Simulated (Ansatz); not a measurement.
# Si: a shear that moves c along a

One table from this session's results is given with a row withheld; the runs are named, their logs left out.

Method: DFT LDA, scalar-relativistic, plane waves, PAW, in Ansatz 0.2.0.

2 further runs of the same task are left out: 2 set aside as unsound or not needed.

**Starting point**

It takes space group P6_3/mmc (No. 194, hexagonal). Conventional cell: a = 3.802 Å, b = 3.802 Å, c = 6.289 Å, α = 90.00°, β = 90.00°, γ = 120.00°. Around Si (site symmetry 3m) lie 4 Si at 2.33 to 2.35 Å.

As a file:

```cif
data_structure
_symmetry_space_group_name_H-M 'P6_3/mmc'
_symmetry_Int_Tables_number 194
_cell_length_a 3.8020
_cell_length_b 3.8020
_cell_length_c 6.2891
_cell_angle_alpha 90.000
_cell_angle_beta 90.000
_cell_angle_gamma 120.000
_cell_volume 78.73
loop_
_atom_site_label
_atom_site_type_symbol
_atom_site_symmetry_multiplicity
_atom_site_Wyckoff_symbol
_atom_site_fract_x
_atom_site_fract_y
_atom_site_fract_z
_atom_site_occupancy
Si1 Si 4 f 0.33333 0.66667 0.06303 1
```

It goes back to an entry of the Materials Project, which need not be the stable form.

It is the result of an earlier relaxation at this level (volume 19.68 Å³/atom; gap on the mesh: 0.27 eV).

The unstrained cell comes from an earlier run at this level (4 atoms, E(σ→0) -2434.5539 eV, gap 0.27 eV over the zone).

The first run:

File input.yaml:

```yaml
crystal:
  lattice:
    - [3.8019755313, 0.0, 0.0]
    - [-1.9009877657, 3.2926073947, 0.0]
    - [0.0943368005, 0.0, 6.2891200333]
  atoms:
    - { symbol: Si, position: [0.3333333333, 0.6666666667, 0.0630332895] }
    - { symbol: Si, position: [0.6666666667, 0.3333333333, 0.5630332895] }
    - { symbol: Si, position: [0.3333333333, 0.6666666667, 0.4369667105] }
    - { symbol: Si, position: [0.6666666667, 0.3333333333, 0.9369667105] }
basis:
  ecutwfc: 420
kpoints:
  mp_grid: { grid: [12, 12, 6] }
hamiltonian:
  xc: lda
scf:
  occupations: { method: gaussian, width: 0.02 }
output:
  forces: true
  stress: true
  eigenvalues: true
relax:
  adjacent_minimum: "off"
  f_tol: 0.008
  max_steps: 40
```

On the command line:

```console
$ ansatz run input.yaml --threads 1 --pin off --max-ram 2560MiB --backend cpu --events-out ev --progress --plain --runs-dir out
```

Among the steps run: Strain +1.5 %; The gap over the whole zone at +1.5 %; The cell strained by +3.0 %; The gap over the whole zone at +3.0 %; Strain +4.5 %; Seeking the band edges at +4.5 %; Strain +6.0 %; Band edges over the zone at +6.0 %; The cell strained by +9.0 %; Seeking the band edges at +9.0 %.

One table of the session follows, with a row left open; its other results are not shown here.

It belongs to the step «Energy, stress and gap against strain». Lengths are those of the vectors of the cell that was run; stresses in GPa:

| strain (%) | ΔE (meV/atom) | c (Å) |
| --- | --- | --- |
| +0.0 | 0.0 | 6.289 |
| +1.5 | ? | ? |
| +3.0 | 2.7 | 6.292 |
| +4.5 | 6.0 | 6.295 |
| +6.0 | 10.7 | 6.300 |
| +9.0 | 23.9 | 6.315 |

**Question.** Estimate the row for strain (%) = +1.5.

Worked estimate for «ΔE (meV/atom)». A straight line through the neighbours (0.0, 0.0) and (3.0, 2.7) gives 0.0 + (2.7 − 0.0) × (1.5 − 0.0) / (3.0 − 0.0) = 1.4; a parabola fitted to 3 rows on both sides gives 0.7.

As computed: ΔE (meV/atom): 0.7; c (Å): 6.290. In «ΔE (meV/atom)» the line misses by +0.7 and the parabola by 0.0.

ΔE is over the unstrained cell. Stress in GPa, positive in compression, on the Cartesian axes of the input.

Caveats from the session: Warnings in the runs' records: stress scf threshold loose.
